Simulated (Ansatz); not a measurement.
**MnO: stress in a strained cell**

Aim: deform MnO (equal xx and yy strain of +2 %) and compute stress, forces and field gradients with LAPW, PAW and all-electron datasets made for the crystal.

Method: DFT LDA, scalar-relativistic, in Ansatz 0.2.0.

## (1) The structure to begin with

It takes space group Fm-3m (No. 225, cubic). The conventional cell has a = 4.444 Å, b = 4.444 Å, c = 4.444 Å, α = 90.00°, β = 90.00°, γ = 90.00°. Mn (site symmetry m-3m) has 6 O at 2.22 Å as nearest neighbours. Around O (site symmetry m-3m) lie 6 Mn at 2.22 Å.

Structure file:

```cif
data_structure
_symmetry_space_group_name_H-M 'Fm-3m'
_symmetry_Int_Tables_number 225
_cell_length_a 4.4440
_cell_length_b 4.4440
_cell_length_c 4.4440
_cell_angle_alpha 90.000
_cell_angle_beta 90.000
_cell_angle_gamma 90.000
_cell_volume 87.77
loop_
_atom_site_label
_atom_site_type_symbol
_atom_site_symmetry_multiplicity
_atom_site_Wyckoff_symbol
_atom_site_fract_x
_atom_site_fract_y
_atom_site_fract_z
_atom_site_occupancy
Mn1 Mn 4 a 0.00000 0.00000 0.00000 1
O1 O 4 b 0.50000 0.00000 0.00000 1
```

The file gives the conventional cell by its symmetry; the runs use the cell typed in the input.

Atoms are numbered in the order of the input: Mn1, O2.

## (2) The deformed structure

Space group Fm-3m before, I4/mmm after.

## (3) Full-potential LAPW

input.yaml reads:

```yaml
crystal:
  lattice:
    - [0.0, 2.26644, 2.222]
    - [2.26644, 0.0, 2.222]
    - [2.26644, 2.26644, 0.0]
  atoms:
    - { symbol: Mn, position: [0.0, 0.0, 0.0], spin: 4.0 }
    - { symbol: O, position: [0.5, 0.5, 0.5] }
magnetization:
  spin_polarized: true
kpoints:
  mp_grid: { grid: [16, 16, 16] }
  band_path:
    path:
      - [0.0, 0.0, 0.0]
      - [0.0, 0.5, 0.5]
      - [0.25, 0.75, 0.5]
      - [0.0, 0.5, 0.0]
      - [0.0, 0.0, 0.0]
      - [0.5, 0.5, 0.0]
      - [0.38005, 0.61995, 0.0]
      - [-0.38005, 0.38005, 0.0]
      - [0.0, 0.0, 0.0]
    npoints: 5
scf:
  occupations: { method: fermi_dirac, width: 0.05 }
hamiltonian:
  xc: lda
  pseudopotentials: { kind: all_electron, lapw: { basis_error: 0.00025 } }
output:
  forces: true
  stress: true
  eigenvalues: true
```

Run with:

```sh
> ansatz run input.yaml --threads 1 --pin off --max-ram 3072MiB --backend cpu --events-out ev --progress --plain --runs-dir out
```

## (4) PAW with frozen cores

input.yaml reads:

```yaml
crystal:
  lattice:
    - [0.0, 2.26644, 2.222]
    - [2.26644, 0.0, 2.222]
    - [2.26644, 2.26644, 0.0]
  atoms:
    - { symbol: Mn, position: [0.0, 0.0, 0.0], spin: 4.0 }
    - { symbol: O, position: [0.5, 0.5, 0.5] }
magnetization:
  spin_polarized: true
kpoints:
  mp_grid: { grid: [16, 16, 16] }
scf:
  occupations: { method: fermi_dirac, width: 0.05 }
hamiltonian:
  xc: lda
  pseudopotentials: { kind: paw }
output:
  forces: true
  stress: true
  eigenvalues: true
  efg: { contact_densities: true }
```

## (5) All-electron PAW on datasets made for the crystal

Edit input.yaml of step 4 so:

```diff
@@ -16,3 +16,3 @@
   xc: lda
-  pseudopotentials: { kind: paw }
+  pseudopotentials: { kind: all_electron, datasets: crystal }
 output:
```

(Steps that only read results are left out.)

Before running it: what results should come out? Wanted: pressure; largest shear or deviatoric stress.

**Answer**, as computed:

| quantity | value |
| --- | --- |
| pressure | LAPW -18.80, PAW -18.79, crystal datasets -18.80 GPa |
| largest shear or deviatoric stress (LAPW) | 0.87 GPa |

In words: The largest part of the stress beyond the pressure is 0.87 GPa in size, in the zz component; the atoms are carried along and not relaxed. No run of the undeformed cell stands beside it, so the pressure holds what the given cell had before the change. PAW: stress within 0.02 GPa of LAPW. Crystal datasets: stress within 0.01 GPa of LAPW. Other magnetic orders may lie lower; this is the state that the run reached. With one magnetic atom in the cell only ferromagnetic order fits; the real order can differ. No U acts on the open 3d shell, so the metal found here may be the functional's error.
